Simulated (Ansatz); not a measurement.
# CuO: the cost of one run

Program: Ansatz 0.2.0. Level of theory: DFT HSE06, PAW, plane waves, scalar-relativistic. These are calculated values, not measurements.

### Step 1. Starting point

The structure is monoclinic, space group C2/c (No. 15). The conventional cell has a = 4.683 Å, b = 3.429 Å, c = 5.130 Å, α = 90.00°, β = 99.31°, γ = 90.00°. Cu (site symmetry -1) has 4 O at 1.94 to 1.97 Å as nearest neighbours. O (site symmetry 2) has 4 Cu at 1.94 to 1.97 Å as nearest neighbours.

Structure file:

```xyz
4
Lattice="2.3416 -1.7144 0.0000 2.3416 1.7144 0.0000 -0.8297 0.0000 5.0621" Properties=species:S:1:pos:R:3 pbc="T T T"
Cu    1.1708    0.8572    0.0000
Cu    0.7559   -0.8572    2.5311
O     2.1342   -0.2465    1.2655
O     1.7193    0.2465    3.7966
```

In tables a label like O4 counts atoms in the order of input.yaml; a structure file may count by element.

The first starts: parallel moments, plain SCF; opposed moments +-, plain SCF; no spin polarisation; spin on, no moments given (the program may seed its own), plain SCF. Further starts follow from what these give.

“Plain SCF” means no search for lower states. Under a hybrid the search levels only allow a further exchange loop from another filling of the frontier levels; the end state isn't tested for a lower one. Iterations are summed over the PBE start and the exchange cycles. Ends within 0.2 meV/atom and 0.1 μB count as one state.

Moments by site are taken inside atomic spheres; the rest lies between them.

### Step 2. Parallel moments, plain SCF

input.yaml

```yaml
crystal:
  lattice:
    - [2.3416, -1.7144, 0.0]
    - [2.3416, 1.7144, 0.0]
    - [-0.82974, 0.0, 5.06215]
  atoms:
    - { symbol: Cu, position: [0.0, 0.5, 0.0], spin: 1.0 }
    - { symbol: Cu, position: [0.5, 0.0, 0.5], spin: 1.0 }
    - { symbol: O, position: [0.5719, 0.4281, 0.25] }
    - { symbol: O, position: [0.4281, 0.5719, 0.75] }
magnetization:
  spin_polarized: true
hamiltonian:
  xc: hse06
  pseudopotentials: { kind: paw }
basis:
  ecutwfc: 420
kpoints:
  mp_grid: { grid: [5, 5, 3] }
scf:
  occupations: { method: gaussian, width: 0.05 }
  lower_state_search: "off"
output:
  forces: true
  stress: true
  write_density: true
  write_potential: true
  elf: true
  volumetric_format: npy
```

On the command line:

```bash
$ ansatz run input.yaml --threads 4 --pin off --max-ram 10240MiB --backend cpu --events-out ev --progress --plain --runs-dir out
```

**Question.** How long does this run take on 4 threads of Arm Neoverse V1, shared host, and how much memory does it need?

About 38 s, with a peak of 1.1 GiB.
